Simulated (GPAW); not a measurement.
The system is Pt.

```
CELL_PARAMETERS angstrom
-1.58422 1.58422 1.58422
1.58422 -1.58422 1.58422
1.58422 1.58422 -1.58422
ATOMIC_POSITIONS crystal
Pt 0.00000 0.00000 0.00000
```

This isn't the form of Pt at room conditions, which is fcc.

- Program: GPAW 26.7.0
- Task: relaxation of cell and atoms
- Functional: PBEsol
- Potentials or basis: PAW data sets generated in the run's folder for this functional
- Cutoff: 600 eV
- Basis: pw
- k mesh: 12 × 12 × 12
- Occupations: fermi-dirac, width 0.05 eV
- Spin: no spin polarisation

At the start: pressure -11.5 GPa; volume 15.90 Å³/atom.

Q: How do energy, volume and symmetry change on relaxing?

A: Over 3 steps the energy falls by 27.9 meV/atom and the volume is 15.17 Å³/atom (-4.6 %); space group Im-3m (No. 229, to 0.05 Å).

Step by step:
```
step  energy change (eV)  largest force (eV/Å)  pressure (GPa)  volume (Å³)
   1              0.0000                0.0000          -11.47        15.90
   2             -0.0279                0.0000            0.36        15.15
   3             -0.0279                0.0000           -0.03        15.17
```

Final structure:
```xyz
1
Lattice="-1.5594 1.5594 1.5594 1.5594 -1.5594 1.5594 1.5594 1.5594 -1.5594" Properties=species:S:1:pos:R:3 pbc="T T T"
Pt    0.0000    0.0000    0.0000
```

Caveat: later steps reuse the first step's grids.
